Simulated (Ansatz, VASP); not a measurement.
## Two plane-wave programs on HfO2

```
CELL_PARAMETERS angstrom
0.00000 2.55750 2.55750
2.55750 0.00000 2.55750
2.55750 2.55750 0.00000
ATOMIC_POSITIONS crystal
Hf 0.00000 0.00000 0.00000
O 0.16202 0.25000 0.25000
O 0.75000 0.75000 0.75000
```

Alike in both runs: task single point; functional PBE; k mesh 8 × 8 × 8; occupations gaussian, width 0.05 eV; no spin polarisation.

```csv
,VASP,Ansatz
version,VASP 6.6.1,Ansatz 0.2.0
potentials or method,"VASP PAW PBE potentials, release 64 (Hf_pv, O)","scalar-relativistic, plane waves, PAW"
plane-wave cutoff (eV),520,420
valence electrons in the cell,22,38
```

Ansatz gave:

- gap on the k mesh at the Fermi level (eV): 3.83
- least direct gap on the mesh (eV): 3.83
- pressure (GPa): 5.4
- largest component of the traceless stress (GPa): 8.17
- rms of the force components (eV/Å): 1.638

Task: Which values does VASP return?

Result: gap on the k mesh at the Fermi level (eV): 3.83; least direct gap on the mesh (eV): 3.83; pressure (GPa): 2.1; largest component of the traceless stress (GPa): 7.63; rms of the force components (eV/Å): 1.619.

Atom by atom the forces differ by 0.020 eV/Å (rms over components). The two sets of potentials don't hold the same shells in valence.

Caveats: spin-orbit coupling is left out, which moves the levels of the heavy elements; forces of over 1 eV/Å show positions far from the minimum, so gaps and moduli don't describe the material at rest. A k mesh can miss the band edges.
